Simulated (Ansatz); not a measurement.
**Structure types of Se compared at 290 GPa**

Structure types of Se are relaxed in primitive cells with their symmetry kept at 290 GPa, first on PAW files, then by LAPW. The enthalpy is E + pV at zero temperature, without zero-point motion. Only the types listed were tried, and differences under about 5 meV/atom are mesh noise. The real phase may be another.

Computed with Ansatz 0.2.0; functional LDA, scalar-relativistic. Settings: Fermi–Dirac smearing of 0.05 eV, no spin polarisation. Methods: LAPW: all electrons, basis error target 0.5 meV/atom; PAW: frozen-core files, cutoff 420 eV.

k meshes: bcc 20×20×20, hcp 18×18×10, beta tin 18×18×18, A7 15×15×15, sc 17×17×17.

The PAW files were made under PBE.

Problem. Which type is lowest in enthalpy, and by how much?

Solution. fcc, 12 meV/atom below bcc. The whole table:

| start type | ends as | a, b, c (Å) | V (Å³/atom) | H − H(lowest), LAPW (meV/atom) | same, PAW |
| --- | --- | --- | --- | --- | --- |
| bcc | bcc, Im-3m | 2.656, 2.656, 2.656 | 9.37 | 11.8 | 11.4 |
| hcp | hcp, P6_3/mmc | 2.414, 2.414, 3.707 | 9.35 | 16.6 | 16.5 |
| beta tin | beta tin, I4_1/amd | 4.188, 4.188, 2.212 | 9.70 | 1098.8 | 1098.5 |
| A7 | fcc, Fm-3m | 2.367, 2.367, 5.760 | 9.32 | 0.0 | 0.0 |
| sc | sc, Pm-3m | 2.144, 2.144, 2.144 | 9.85 | 1433.8 | 1433.5 |
